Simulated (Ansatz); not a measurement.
## TiTe₂: experiment and calculation

**Experimental background.**

From “Switching of the topologically trivial and non-trivial quantum phase transitions in compressed 1T-TiTe2: Experiments and Theory”, 2017, arxiv:1709.00815, for a powder of TiTe2: bulk modulus 28.6 GPa.

The runs below are set against these values where they give the same quantity.

Theory: DFT PBEsol, scalar-relativistic, plane waves, PAW (Ansatz 0.2.0).

Plane waves to 420 eV, a k mesh through Γ of 12×12×8 on the computed 3-atom cell and Gaussian smearing (0.10 eV); no spin polarisation.

Relaxed structure, symmetry kept:

```
Ti Te
1.0
     3.69612    0.00000    0.00000
    -1.84806    3.20094    0.00000
     0.00000    0.00000    6.44450
Ti Te
1 2
Direct
  0.00000 0.00000 0.00000
  0.66667 0.33333 0.26734
  0.33333 0.66667 0.73266
```

- Space group: P-3m1 (No. 164)
- Volume per atom: 25.42 Å³
- Formation energy from the elements' standard states (uncorrected): -0.720 eV/atom
- Kohn–Sham band gap: none (metal)
- Density of states at the Fermi level: 1.51 states/eV per cell
- Löwdin character within 0.5 eV of the Fermi level: Ti 3d 70 %, Te 5p 25 %
- Bader charges (e): Ti (1 in the cell) 1.30, Te (2 in the cell) -0.65

Spin-orbit coupling is left out, which matters for the bands of heavy elements.

Measured bulk modulus of TiTe2: 28.6 GPa (powder; the paper above). This calculation gives 35 GPa (+21.9 %). The calculation is for 0 K without zero-point motion.